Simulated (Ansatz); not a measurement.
# MoS2: a relaxation, part 2 of 2

The task: find the equilibrium cell of MoS2, and whether it has a gap.

Ansatz 0.2.0; DFT PBE+D3(BJ), scalar-relativistic, plane waves, PAW. The steps go on from the part before.

**3. Full relaxation**

input.yaml reads:

```yaml
crystal:
  lattice:
    - [1.58, 0.9122134253, 6.15]
    - [-1.58, 0.9122134253, 6.15]
    - [0.0, -1.8244268506, 6.15]
  atoms:
    - { symbol: Mo, position: [0.0, 0.0, 0.0] }
    - { symbol: S, position: [0.25, 0.25, 0.25] }
    - { symbol: S, position: [0.417, 0.417, 0.417] }
basis:
  ecutwfc: 420
kpoints:
  mp_grid: { grid: [12, 12, 12] }
hamiltonian:
  xc: pbe
  dispersion: d3bj
scf:
  occupations: { method: gaussian, width: 0.02 }
output:
  forces: true
  stress: true
  eigenvalues: true
  write_density: true
  write_potential: true
  elf: true
  volumetric_format: npy
relax:
  adjacent_minimum: "off"
  f_tol: 0.005
  max_steps: 80
  cell: { stress_tol: 0.05 }
```

The run is started by

```bash
$ ansatz run input.yaml --threads 4 --pin off --max-ram 10240MiB --backend cpu --events-out ev --progress --plain --runs-dir out
```

What it wrote:

```text
Warning: RAYON_NUM_THREADS=4 ignored (pool sized by the plan → 4); use --threads N
basis.fft_grid_basis auto: the FFT boxes are laid along the combinations [[1, -1, 0], [0, 1, 0], [0, -1, 1]] of the cell's own vectors, 3.160, 6.415 and 3.160 Å long. The dense box has 24×45×24 points. Along the cell's own vectors, as sized, it would have 45×45×45, 3.52 times as many. Of the 6 symmetry operations that the crystal satisfies within crystal.symmetry.tolerance (time reversal apart; of a slab, those that keep its plane) the dense box along the cell's own vectors carries 6, and the one as laid loses 4 of those. basis.fft_grid_basis: typed keeps the cell's own vectors: state it where this run's energies or levels are differenced outside the engine with another run's, or held beside a run that keeps those vectors. Those combinations have planes normal to reciprocal vector 3, as the cell's own vectors have. Each planar average written beside output.write_density, output.write_potential has a row for each plane of the box: 24. The volumetric files lie along those combinations, not along the cell's own vectors: a cube or XSF file states them, and fields.json those of NumPy files.
Engine: ansatz 0.2.0, aarch64-unknown-linux-gnu
Pseudopotentials: kind: paw
Pseudopotential: Mo, paw, valence charge 14, recommended cutoff 420 eV (normal), Mo.paw.azcp
Pseudopotential: S, paw, valence charge 6, recommended cutoff 420 eV (normal), S.paw.azcp
Functional definition: PBE
  parameter kappa = 0.804
  parameter beta = 0.06672455060314922
  exchange = pbe_x(kappa = kappa, mu = beta*pi^2/3)
  correlation = pbe_c(beta = beta)
Crystal: 3 atoms, lattice volume = 53.184 Å³
Basis set: ecut = 420 eV, 1011 PW (Γ), FFT grids on a1−a2, a2, −a2+a3, exchange–correlation on 48×90×48 points (8 copies of the dense FFT grid, shifted against one another)
Bands: 17, of which v1, the nominal top of the filled ones, is band 13 counted from 1 (12 counted from 0)
Symmetry: 6 space group operations
Space group: R3m (ITA 160), of the structure as read, at distance tolerance 3.8e-5 Å
k-points: 189 of 1728 (time reversal used)
Non-local potential: Mo, projectors of the file, l = 0: 3, l = 1: 2, l = 2: 2, l = 3: 1
Non-local potential: S, projectors of the file, l = 0: 2, l = 1: 2, l = 2: 2
PAW form: soft (Blöchl's): semilocal exchange-correlation on the pseudo side does not see the compensation charge
PAW one-centre angular grid: Mo, 590 points (default); XC on 64 Gauss nodes
PAW one-centre angular grid: S, 110 points (default); XC on 64 Gauss nodes
Initial density: superposition of atomic densities (neutral atoms: chi_scale 0, normalization atom), corrected by the library's trained network
Initial wavefunctions: pseudopotential atomic-orbital guess
Functional: x = pbe(κ = 0.804, μ = 0.2195149727645171), c = pbe(β = 0.06672455060314922)
SCF iter   1: F=—  HF=-6764.026653 eV  |F-HF|=—  |Δ(HF+E_count)|=         —  Δρ=5.54e-3  dr2=3.90e-3  ethr=1.77e-3  ⟨swp⟩=6.0  Hψ=18226  notcnv=0
preconditioner: auto → none  [insulator: Δε(μ)=0.926 eV  Ē_g=8.245 eV  σ=0.020 eV  W_gap=1.00  n_scr=16 (ndim 8)  ℏωp=21.6 eV  f_vac=0.016  D(μ)=0.00/eV (n_scr^D=0)  ε∞_Penn≈7.9]
SCF iter   2: F=—  HF=-6764.031002 eV  |F-HF|=—  |Δ(HF+E_count)|=   4.35e-3  Δρ=2.92e-3  dr2=1.57e-3  ethr=1.50e-5  ⟨swp⟩=2.0  Hψ=7067  notcnv=0
SCF iter   3: F=—  HF=-6764.033633 eV  |F-HF|=—  |Δ(HF+E_count)|=   2.63e-3  Δρ=2.18e-3  dr2=6.70e-3  ethr=6.03e-6  ⟨swp⟩=2.3  Hψ=5874  notcnv=0  recentre
SCF iter   4: F=—  HF=-6764.033001 eV  |F-HF|=—  |Δ(HF+E_count)|=   6.32e-4  Δρ=4.22e-4  dr2=1.21e-4  ethr=6.03e-6  ⟨swp⟩=2.0  Hψ=5276  notcnv=0
SCF iter   5: F=—  HF=-6764.033005 eV  |F-HF|=—  |Δ(HF+E_count)|=   4.07e-6  Δρ=1.14e-4  dr2=1.73e-5  ethr=4.67e-7  ⟨swp⟩=2.2  Hψ=4659  notcnv=0
SCF iter   6: F=—  HF=-6764.033001 eV  |F-HF|=—  |Δ(HF+E_count)|=   3.41e-6  Δρ=5.31e-5  dr2=1.14e-6  ethr=6.64e-8  ⟨swp⟩=2.1  Hψ=4259  notcnv=0
SCF iter   7: F=-6764.033002 eV  HF=-6764.033002 eV  |F-HF|=1.17e-7  |Δ(HF+E_count)|=   7.90e-7  Δρ=1.57e-5  dr2=9.15e-8  ethr=3.85e-10  ⟨swp⟩=7.5  Hψ=22428  notcnv=0
SCF 1 converged in 7 iterations: F = -6764.033002 eV  dr2 = 9.15e-8
relax step   1: F+E_penalty+E_count = -6764.03300220 eV  Δ(F+E_penalty+E_count) = +0.000e0 eV  max|allowed force component| = 5.244e-1 eV/Å  Δτ_max = 0.0000 Å  P = +1.393 GPa  Ω = 53.184 Å³  (7 SCF iters, dr2 threshold 1.00e-7 eV, accepted)
Crystal: 3 atoms, lattice volume = 49.992 Å³
Basis set: ecut = 420 eV, 979 PW (Γ), FFT grids on a1−a2, a2, −a2+a3, exchange–correlation on 48×90×48 points (8 copies of the dense FFT grid, shifted against one another)
Initial density: handed on by an earlier stage of this run
Initial wavefunctions: those handed on with the density
iter 1 solved again at ethr=1.28e-4 eV; its pass at ethr=3.10e-3 eV (dr2=3.34e-2 eV) is discarded
SCF iter   1: F=—  HF=-6764.034338 eV  |F-HF|=—  |Δ(HF+E_count)|=         —  Δρ=8.10e-3  dr2=3.37e-2  ethr=1.28e-4  ⟨swp⟩=1.0  Hψ=20558  notcnv=0
preconditioner: auto → none  [insulator: Δε(μ)=0.686 eV  Ē_g=8.265 eV  σ=0.020 eV  W_gap=1.00  n_scr=16 (ndim 8)  ℏωp=22.3 eV  f_vac=0.001  D(μ)=0.00/eV (n_scr^D=0)  ε∞_Penn≈8.3]
SCF iter   2: F=—  HF=-6764.026777 eV  |F-HF|=—  |Δ(HF+E_count)|=   7.56e-3  Δρ=3.66e-3  dr2=7.79e-3  ethr=1.28e-4  ⟨swp⟩=2.4  Hψ=5407  notcnv=0
SCF iter   3: F=—  HF=-6764.025931 eV  |F-HF|=—  |Δ(HF+E_count)|=   8.46e-4  Δρ=1.93e-3  dr2=1.28e-3  ethr=3.00e-5  ⟨swp⟩=2.0  Hψ=5068  notcnv=0
SCF iter   4: F=—  HF=-6764.025895 eV  |F-HF|=—  |Δ(HF+E_count)|=   3.56e-5  Δρ=3.66e-4  dr2=8.34e-5  ethr=4.92e-6  ⟨swp⟩=2.0  Hψ=4780  notcnv=0
SCF iter   5: F=—  HF=-6764.025926 eV  |F-HF|=—  |Δ(HF+E_count)|=   3.10e-5  Δρ=3.69e-5  dr2=7.70e-7  ethr=3.21e-7  ⟨swp⟩=1.8  Hψ=4101  notcnv=0
SCF iter   6: F=-6764.025926 eV  HF=-6764.025926 eV  |F-HF|=1.13e-8  |Δ(HF+E_count)|=   2.38e-7  Δρ=8.69e-6  dr2=2.64e-8  ethr=1.15e-9  ⟨swp⟩=10.3  Hψ=24564  notcnv=0
SCF 2 converged in 6 iterations: F = -6764.025926 eV  dr2 = 2.64e-8
relax step   2: F+E_penalty+E_count = -6764.02592635 eV  Δ(F+E_penalty+E_count) = +7.076e-3 eV  max|allowed force component| = 4.222e-1 eV/Å  Δτ_max = 0.1081 Å  P = +0.873 GPa  Ω = 49.992 Å³  energy of the carried Pulay correction = +3.847e-4 eV  (6 SCF iters, dr2 threshold 3.00e-7 eV, rejected (line search))
Crystal: 3 atoms, lattice volume = 52.133 Å³
Basis set: ecut = 420 eV, 999 PW (Γ), FFT grids on a1−a2, a2, −a2+a3, exchange–correlation on 48×90×48 points (8 copies of the dense FFT grid, shifted against one another)
iter 1 solved again at ethr=6.28e-5 eV; its pass at ethr=3.10e-3 eV (dr2=1.63e-2 eV) is discarded
SCF iter   1: F=—  HF=-6764.053363 eV  |F-HF|=—  |Δ(HF+E_count)|=         —  Δρ=4.61e-3  dr2=1.53e-2  ethr=6.28e-5  ⟨swp⟩=1.2  Hψ=20378  notcnv=0
preconditioner: auto → none  [insulator: Δε(μ)=0.866 eV  Ē_g=8.186 eV  σ=0.020 eV  W_gap=1.00  n_scr=16 (ndim 8)  ℏωp=21.8 eV  f_vac=0.013  D(μ)=0.00/eV (n_scr^D=0)  ε∞_Penn≈8.1]
SCF iter   2: F=—  HF=-6764.052185 eV  |F-HF|=—  |Δ(HF+E_count)|=   1.18e-3  Δρ=3.50e-3  dr2=1.84e-2  ethr=5.89e-5  ⟨swp⟩=3.0  Hψ=5637  notcnv=0
SCF iter   3: F=—  HF=-6764.051265 eV  |F-HF|=—  |Δ(HF+E_count)|=   9.20e-4  Δρ=2.87e-3  dr2=1.10e-2  ethr=5.89e-5  ⟨swp⟩=2.8  Hψ=5487  notcnv=0
SCF iter   4: F=—  HF=-6764.049974 eV  |F-HF|=—  |Δ(HF+E_count)|=   1.29e-3  Δρ=1.24e-3  dr2=1.58e-3  ethr=4.23e-5  ⟨swp⟩=2.0  Hψ=3953  notcnv=0
SCF iter   5: F=—  HF=-6764.049816 eV  |F-HF|=—  |Δ(HF+E_count)|=   1.58e-4  Δρ=3.18e-4  dr2=9.01e-5  ethr=6.06e-6  ⟨swp⟩=1.4  Hψ=3394  notcnv=0
SCF iter   6: F=—  HF=-6764.049795 eV  |F-HF|=—  |Δ(HF+E_count)|=   2.12e-5  Δρ=8.86e-5  dr2=1.32e-5  ethr=3.46e-7  ⟨swp⟩=2.2  Hψ=4240  notcnv=0
SCF iter   7: F=—  HF=-6764.049793 eV  |F-HF|=—  |Δ(HF+E_count)|=   1.81e-6  Δρ=2.03e-5  dr2=1.26e-7  ethr=5.09e-8  ⟨swp⟩=2.2  Hψ=4432  notcnv=0
SCF iter   8: F=—  HF=-6764.049792 eV  |F-HF|=—  |Δ(HF+E_count)|=   6.63e-7  Δρ=6.61e-6  dr2=1.19e-8  ethr=4.83e-10  ⟨swp⟩=2.0  Hψ=4722  notcnv=0
SCF iter   9: F=—  HF=-6764.049792 eV  |F-HF|=—  |Δ(HF+E_count)|=   1.67e-9  Δρ=1.60e-6  dr2=4.14e-10  ethr=4.59e-11  ⟨swp⟩=2.5  Hψ=5292  notcnv=0
SCF iter  10: F=-6764.049792 eV  HF=-6764.049792 eV  |F-HF|=5.46e-12  |Δ(HF+E_count)|=  2.47e-10  Δρ=3.09e-7  dr2=2.00e-11  ethr=1.00e-12  ⟨swp⟩=4.9  Hψ=17369  notcnv=0
SCF 3 converged in 10 iterations: F = -6764.049792 eV  dr2 = 2.00e-11
relax step   3: F+E_penalty+E_count = -6764.04979211 eV  Δ(F+E_penalty+E_count) = -1.679e-2 eV  max|allowed force component| = 1.590e-2 eV/Å  Δτ_max = 0.0503 Å  P = -0.314 GPa  Ω = 52.133 Å³  energy of the carried Pulay correction = +1.241e-4 eV  (10 SCF iters, accepted)
Crystal: 3 atoms, lattice volume = 51.718 Å³
iter 1 solved again at ethr=2.24e-6 eV; its pass at ethr=3.10e-3 eV (dr2=5.81e-4 eV) is discarded
SCF iter   1: F=—  HF=-6764.050668 eV  |F-HF|=—  |Δ(HF+E_count)|=         —  Δρ=1.05e-3  dr2=4.67e-4  ethr=2.24e-6  ⟨swp⟩=2.5  Hψ=20788  notcnv=0
preconditioner: auto → none  [insulator: Δε(μ)=0.795 eV  Ē_g=8.205 eV  σ=0.020 eV  W_gap=1.00  n_scr=16 (ndim 8)  ℏωp=21.9 eV  f_vac=0.007  D(μ)=0.00/eV (n_scr^D=0)  ε∞_Penn≈8.1]
SCF iter   2: F=—  HF=-6764.050597 eV  |F-HF|=—  |Δ(HF+E_count)|=   7.06e-5  Δρ=4.88e-4  dr2=1.54e-4  ethr=1.80e-6  ⟨swp⟩=2.0  Hψ=4492  notcnv=0
SCF iter   3: F=—  HF=-6764.050589 eV  |F-HF|=—  |Δ(HF+E_count)|=   8.31e-6  Δρ=1.82e-4  dr2=1.69e-5  ethr=5.91e-7  ⟨swp⟩=2.3  Hψ=4353  notcnv=0
SCF iter   4: F=—  HF=-6764.050587 eV  |F-HF|=—  |Δ(HF+E_count)|=   2.28e-6  Δρ=3.30e-5  dr2=6.42e-7  ethr=6.49e-8  ⟨swp⟩=2.0  Hψ=4662  notcnv=0
iter 5 did not close the SCF: its close was put off for the readings that it lacked (scf_convergence_deferred on its scf_iter line)
SCF iter   5: F=-6764.050587 eV  HF=-6764.050587 eV  |F-HF|=1.60e-9  |Δ(HF+E_count)|=  9.91e-10  Δρ=5.34e-6  dr2=7.84e-9  ethr=2.47e-9  ⟨swp⟩=2.4  Hψ=4577  notcnv=0
SCF iter   6: F=-6764.050587 eV  HF=-6764.050587 eV  |F-HF|=2.44e-10  |Δ(HF+E_count)|=   4.86e-9  Δρ=1.20e-6  dr2=2.24e-10  ethr=3.02e-11  ⟨swp⟩=5.8  Hψ=18961  notcnv=0
SCF 4 converged in 6 iterations: F = -6764.050587 eV  dr2 = 2.24e-10
relax step   4: F+E_penalty+E_count = -6764.05058686 eV  Δ(F+E_penalty+E_count) = -7.948e-4 eV  max|allowed force component| = 1.426e-2 eV/Å  Δτ_max = 0.0116 Å  P = -0.099 GPa  Ω = 51.718 Å³  energy of the carried Pulay correction = +1.738e-4 eV  (6 SCF iters, dr2 threshold 3.00e-7 eV, accepted)
Crystal: 3 atoms, lattice volume = 51.628 Å³
iter 1 solved again at ethr=1.05e-7 eV; its pass at ethr=3.10e-3 eV (dr2=2.73e-5 eV) is discarded
SCF iter   1: F=—  HF=-6764.050633 eV  |F-HF|=—  |Δ(HF+E_count)|=         —  Δρ=2.19e-4  dr2=2.13e-5  ethr=1.05e-7  ⟨swp⟩=3.6  Hψ=21685  notcnv=0
preconditioner: auto → none  [insulator: Δε(μ)=0.789 eV  Ē_g=8.207 eV  σ=0.020 eV  W_gap=1.00  n_scr=16 (ndim 8)  ℏωp=21.9 eV  f_vac=0.008  D(μ)=0.00/eV (n_scr^D=0)  ε∞_Penn≈8.1]
SCF iter   2: F=—  HF=-6764.050634 eV  |F-HF|=—  |Δ(HF+E_count)|=   2.28e-7  Δρ=1.02e-4  dr2=6.69e-6  ethr=8.20e-8  ⟨swp⟩=2.5  Hψ=4633  notcnv=0
SCF iter   3: F=—  HF=-6764.050633 eV  |F-HF|=—  |Δ(HF+E_count)|=   2.25e-7  Δρ=3.12e-5  dr2=6.92e-7  ethr=2.57e-8  ⟨swp⟩=2.3  Hψ=4423  notcnv=0
iter 4 did not close the SCF: its close was put off for the readings that it lacked (scf_convergence_deferred on its scf_iter line)
SCF iter   4: F=-6764.050633 eV  HF=-6764.050633 eV  |F-HF|=1.26e-8  |Δ(HF+E_count)|=   1.45e-7  Δρ=7.09e-6  dr2=2.79e-8  ethr=2.66e-9  ⟨swp⟩=2.0  Hψ=4604  notcnv=0
iter 5 did not close the SCF: its close was put off for the readings that it lacked (scf_convergence_deferred on its scf_iter line)
SCF iter   5: F=-6764.050633 eV  HF=-6764.050633 eV  |F-HF|=1.13e-10  |Δ(HF+E_count)|=   1.09e-9  Δρ=1.32e-6  dr2=5.12e-10  ethr=1.07e-10  ⟨swp⟩=2.3  Hψ=4560  notcnv=0
SCF iter   6: F=-6764.050633 eV  HF=-6764.050633 eV  |F-HF|=1.18e-11  |Δ(HF+E_count)|=  2.88e-10  Δρ=2.53e-7  dr2=1.05e-11  ethr=1.97e-12  ⟨swp⟩=5.0  Hψ=17317  notcnv=0
SCF 5 converged in 6 iterations: F = -6764.050633 eV  dr2 = 1.05e-11
relax step   5: F+E_penalty+E_count = -6764.05063321 eV  Δ(F+E_penalty+E_count) = -4.635e-5 eV  max|allowed force component| = 1.588e-3 eV/Å  Δτ_max = 0.0020 Å  P = -0.001 GPa  Ω = 51.628 Å³  energy of the carried Pulay correction = +1.846e-4 eV  (6 SCF iters, dr2 threshold 1.14e-7 eV, accepted)
Initial wavefunctions: pseudopotential atomic-orbital guess (no wavefunctions were taken with the density)
iter 1 solved again at ethr=1.91e-7 eV; its pass at ethr=3.10e-3 eV (dr2=4.97e-5 eV) is discarded
SCF iter   1: F=—  HF=-6764.050444 eV  |F-HF|=—  |Δ(HF+E_count)|=         —  Δρ=4.77e-5  dr2=1.64e-7  ethr=1.91e-7  ⟨swp⟩=3.1  Hψ=27384  notcnv=0
preconditioner: auto → none  [insulator: Δε(μ)=0.789 eV  Ē_g=8.206 eV  σ=0.020 eV  W_gap=1.00  n_scr=16 (ndim 8)  ℏωp=21.9 eV  f_vac=0.008  D(μ)=0.00/eV (n_scr^D=0)  ε∞_Penn≈8.1]
SCF iter   2: F=—  HF=-6764.050447 eV  |F-HF|=—  |Δ(HF+E_count)|=   3.64e-6  Δρ=2.30e-5  dr2=3.51e-8  ethr=6.32e-10  ⟨swp⟩=2.2  Hψ=5648  notcnv=0
SCF iter   3: F=—  HF=-6764.050447 eV  |F-HF|=—  |Δ(HF+E_count)|=   3.92e-8  Δρ=3.17e-6  dr2=7.35e-9  ethr=1.35e-10  ⟨swp⟩=2.0  Hψ=5667  notcnv=0
SCF iter   4: F=—  HF=-6764.050447 eV  |F-HF|=—  |Δ(HF+E_count)|=   1.39e-9  Δρ=1.11e-6  dr2=1.74e-10  ethr=2.83e-11  ⟨swp⟩=2.0  Hψ=4536  notcnv=0
iter 5 did not close the SCF: its close was put off for the readings that it lacked (scf_convergence_deferred on its scf_iter line)
SCF iter   5: F=-6764.050447 eV  HF=-6764.050447 eV  |F-HF|=5.46e-12  |Δ(HF+E_count)|=  1.71e-10  Δρ=3.06e-7  dr2=2.80e-11  ethr=1.00e-12  ⟨swp⟩=1.5  Hψ=3976  notcnv=0
SCF iter   6: F=-6764.050447 eV  HF=-6764.050447 eV  |F-HF|=0.00e0  |Δ(HF+E_count)|=  9.09e-12  Δρ=2.59e-8  dr2=3.93e-13  ethr=1.00e-12  ⟨swp⟩=5.0  Hψ=14570  notcnv=0
SCF 6 converged in 6 iterations: F = -6764.050447 eV  dr2 = 3.93e-13
relax step   6: F+E_penalty+E_count = -6764.05044721 eV  Δ(F+E_penalty+E_count) = +1.860e-4 eV  max|allowed force component| = 1.537e-3 eV/Å  Δτ_max = 0.0000 Å  P = -0.001 GPa  Ω = 51.628 Å³  stress off target by 4.76e-3 GPa  SCF on the basis re-selected at this cell (its energy is not comparable with the rows above)  (6 SCF iters)
basis re-selected at this cell: Δ(F+E_penalty+E_count) = +1.860e-4 eV, ΔP = +0.000 GPa vs the last step (what re-selecting the basis moved, of the pressure what is left beyond the Pulay correction that the steps carried, after the strain that the cell walked since its last selection, with what the two solves' SCF thresholds leave and, on support functions, any second-order correction that the steps lacked; it is no measure of the basis error at this ecutwfc). This SCF's stress stands 4.76e-3 GPa from its target on what of the cell is left free (relax.cell.stress_tol is 5.00e-2 GPa) and its largest allowed force component is 1.54e-3 eV/Å (relax.f_tol is 5.00e-3 eV/Å): within both
SCF converged after 6 iterations
Free energy (F): -6764.050447 eV
Harris-Foulkes:  -6764.050447 eV  (|F-HF|=0.00e0)
Internal energy: -6764.050447 eV  (E = F + TS)
E sigma→0 (E₀):  -6764.050447 eV
Fermi energy:    12.031074 eV
--- Per-component energies (eV) ---
  E_band       = -140.885239
  E_kinetic    = 657.244467
  E_local      = -1850.821545  (includes V_loc(G=0)·N_el)
  E_nonlocal   = 199.300926
  E_hartree    = 706.283525
  E_xc         = -379.041016
  E_vxc        = -405.750392  (∫ρ·V_xc dr)
  E_paw        = -4401.597362  (= ΣΔE_a)
  E_vpaw       = -153.425758  (= ΣTr[D̂ρ^β])
  E_aug_tail   = 0.000040  (compensation charges beyond the density's cutoff)
  E_ewald      = -1694.098428
  E_disp       = -1.321052  (pairwise vdW)
  E_smearing   = -0.000000  (= −TS)
  E_closure    = 0.000000  (closes the sum)
  Σ components = -6764.050447   (vs F -6764.050447, Δ=0.00e0)
--- Forces (eV/Å), atoms counted from 1 ---
  atom   1  Mo    -0.00000000    -0.00000000     0.00013451
  atom   2  S      0.00000000    -0.00000000     0.00140267
  atom   3  S     -0.00000000     0.00000000    -0.00153702
  max |Σ_I F_I| component: 1.52e-7 eV/Å
--- Stress (GPa, compression-positive) ---
        0.001091       0.000000       0.000000
        0.000000       0.001091       0.000000
        0.000000       0.000000      -0.004762
  P = ⅓ Tr σ = -0.0009 GPa (-0.009 kbar)
--- Band table (eV; the first three rows and the last of 189) ---
  k-point 0: bands = ["-49.9849", "-24.1468", "-23.9034", "-23.9034", "-3.5798", "-1.7788", "4.4607", "8.2449", "8.2449", "9.3366", "9.3366", "10.2797", "10.5467", "13.5777", "13.5777", "13.9967", "13.9967"]
  k-point 1: bands = ["-49.9820", "-24.1412", "-23.9317", "-23.9098", "-3.4701", "-1.7465", "4.5904", "8.0099", "8.3581", "8.9674", "9.1632", "10.2602", "10.6694", "13.5141", "13.6535", "13.7403", "13.9006"]
  k-point 2: bands = ["-49.9743", "-24.1260", "-24.0082", "-23.9272", "-3.1566", "-1.6540", "4.9282", "7.4597", "8.2470", "8.6721", "8.7595", "10.1982", "10.4917", "13.0079", "13.6177", "13.7228", "14.1552"]
  k-point 188: bands = ["-49.9849", "-24.1469", "-23.9034", "-23.9034", "-3.2058", "-2.3849", "5.7309", "7.8387", "8.2214", "8.2214", "9.3817", "9.3817", "11.6370", "13.7115", "13.7115", "13.8077", "13.8077"]
--- Relaxed structure (5 steps of the walk, 4 accepted, 1 SCFs on fresh bases) ---
  F+E_penalty+E_count = -6764.05044721 eV   max|allowed force component| = 1.537e-3 eV/Å   (the final SCF, on the basis selected at the relaxed cell)
  cell:  # Å, volume = 51.6283 Å³
    - [1.5765517214102203, 0.9102225607475579, 5.996263813080688]
    - [-1.5765517214102203, 0.9102225607475579, 5.996263813080688]
    - [-6.691053847504524e-34, -1.8204451214951158, 5.996263813080688]
  atoms:
    - { symbol: Mo, position: [8.241930572580533e-5, 8.241930572580533e-5, 8.24193057258053e-5] }
    - { symbol: S, position: [0.2465380396376161, 0.2465380396376161, 0.2465380396376161] }
    - { symbol: S, position: [0.42037954105665803, 0.42037954105665803, 0.42037954105665803] }
```

Run time: 61 s. Hardware: 4 threads of Arm Neoverse N1, shared host; peak memory 0.53 GiB.

Step by step:

| step | E - E(step 1) (eV/cell) | largest force component (eV/Å) | pressure (GPa) | volume (Å³) |
| --- | --- | --- | --- | --- |
| 1 | 0.0000 | 0.5244 | 1.39 | 53.18 |
| 2 | 0.0071 | 0.4222 | 0.87 | 49.99 |
| 3 | -0.0168 | 0.0159 | -0.31 | 52.13 |
| 4 | -0.0176 | 0.0143 | -0.10 | 51.72 |
| 5 | -0.0176 | 0.0016 | 0.00 | 51.63 |
| 6 | -0.0174 | 0.0015 | 0.00 | 51.63 |

Step 1 is the start. Step 6 repeats the geometry before it on a plane-wave basis chosen anew for that cell, so its energy need not be comparable with the rows above. Step 2 was tried and not accepted.

Lengths and angles in the start's conventional setting:

|  | before | after | change |
| --- | --- | --- | --- |
| a (Å) | 3.160 | 3.153 | -0.2 % |
| b (Å) | 3.160 | 3.153 | -0.2 % |
| c (Å) | 18.450 | 17.989 | -2.5 % |
| volume (Å³/atom) | 17.73 | 17.21 | -2.9 % |
| shortest distance (Å) | 2.386 | 2.399 | +0.6 % |
| space group (0.01 Å) | R3m | R3m | same |

Forces and stress were held to the start's 6 operations: a distortion of lower symmetry was not tested.

Axes a, b and c in the maps are those of this run's conventional cell (a, b, c = 3.153, 3.153, 17.989 Å).

Density in a lattice plane of the grid's cell (edges 3.15 and 17.99 Å, at 0.000 of the third edge), which holds Mo and S.

Values in e/Å³, 12 rows by 6 columns:
```
0.18 0.24 0.45 0.60 0.45 0.24
0.02 0.03 0.06 0.08 0.06 0.03
0.08 0.16 0.45 0.72 0.45 0.16
0.17 0.22 0.50 0.92 0.50 0.22
0.08 0.16 0.45 0.71 0.45 0.16
0.11 0.09 0.05 0.05 0.05 0.09
0.10 1.06 0.46 0.17 0.46 1.06
0.25 0.27 0.51 0.93 0.50 0.27
0.00 1.06 0.47 0.17 0.47 1.06
0.12 0.09 0.06 0.05 0.06 0.09
0.18 0.24 0.45 0.60 0.45 0.24
6.29 4.68 0.55 0.24 0.55 4.68
```
Columns run along the first of these edges and rows up along the second, over one cell in 6 and 12 even steps from the bottom left corner. Atoms in the plane (fractional): Mo at (0.00, 0.00), S at (0.00, 0.25), S at (0.00, 0.42).

ELF in the same plane.

Ten even steps from '0' (0.01) to '9' (0.94):
```
424642
137873
001210
004640
027872
222322
322222
027872
016861
420002
896069
276167
322322
662126
067176
994049
001310
137872
424642
272227
```
Columns run along the first of these edges and rows up along the second, over one cell in 6 and 20 even steps from the bottom left corner. Atoms in the plane (fractional): Mo at (0.00, 0.00), S at (0.00, 0.25), S at (0.00, 0.42).

Both are smooth fields of the valence electrons: close to the nuclei they are not physical.

Outside the cores ELF peaks at 0.95 beside S, off the lines to its neighbours, 0.8 Å from S; 0.87 on the S–Mo line, 0.8 Å from S; 0.86 in the shell around S, 0.8 Å from S.

**4. Outcome**

This closing draws on all 2 parts. Changes of volume or cell count from the first structure of part 1.

| quantity | value |
| --- | --- |
| relaxed cell (conventional) | a = 3.153 Å, b = 3.153 Å, c = 17.989 Å, α = 90.00°, β = 90.00°, γ = 120.00° |
| space group (0.01 Å) | R3m (No. 160) |
| volume | 17.21 Å³/atom |
| energy, smearing taken to zero | -2254.6835 eV/atom |
| gap on the mesh | 0.79 eV |
| remaining pressure | 0.00 GPa |

Relaxation lowered the volume by 2.9 %. The start is a reported cell, which holds thermal expansion that this zero-temperature run lacks. The mesh shows a gap of 0.79 eV. 

The gaps are Kohn-Sham values of a semilocal functional, not quasiparticle or optical gaps. Such gaps usually fall short of the measured ones.
